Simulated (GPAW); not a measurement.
Crystal: I.

```
I
1.0
     4.56978    0.00000    0.00000
     3.34520    2.98369    0.00000
     1.22458    0.23778    2.97420
I
1
Direct
  0.00000 0.00000 0.00000
```

| Quantity | Value |
| --- | --- |
| Program | GPAW 26.7.0 |
| Task | relaxation of cell and atoms |
| Functional | PBE |
| Dispersion | D3(BJ) |
| Potentials or basis | GPAW PAW data sets (gpaw-data 1.2.1) |
| Cutoff | 600 eV |
| Basis | pw |
| k mesh | 7 × 7 × 7 |
| Occupations | fermi-dirac, width 0.05 eV |
| Spin | no spin polarisation |

At the start: pressure -0.7 GPa; volume 40.55 Å³/atom.

Question: How do energy, volume and symmetry change on relaxing?

Answer: Over 6 steps the energy falls by 7.6 meV/atom and the volume is 37.76 Å³/atom (-6.9 %); space group Fmmm (No. 69, to 0.05 Å).

Step by step:
```
step  energy change (eV)  largest force (eV/Å)  pressure (GPa)  volume (Å³)
   1              0.0000                0.0000           -0.69        40.55
   2             -0.0013                0.0000           -0.51        40.25
   3             -0.0036                0.0000            0.07        39.25
   4             -0.0044                0.0000            0.15        38.96
   5             -0.0073                0.0000            0.31        37.68
   6             -0.0076                0.0000            0.13        37.76
```

Final structure:
```
I
1.0
     4.36209   -0.05032    0.05452
     3.16031    2.91464    0.08852
     1.20179    0.27018    2.95289
I
1
Direct
  0.00000 0.00000 0.00000
```

Caveat: later steps reuse the first step's grids; an odd number of electrons without spin polarisation forces a metal; a magnetic or distorted state may lie lower; pairwise dispersion overbinds metals, which lowers pressure and volume.
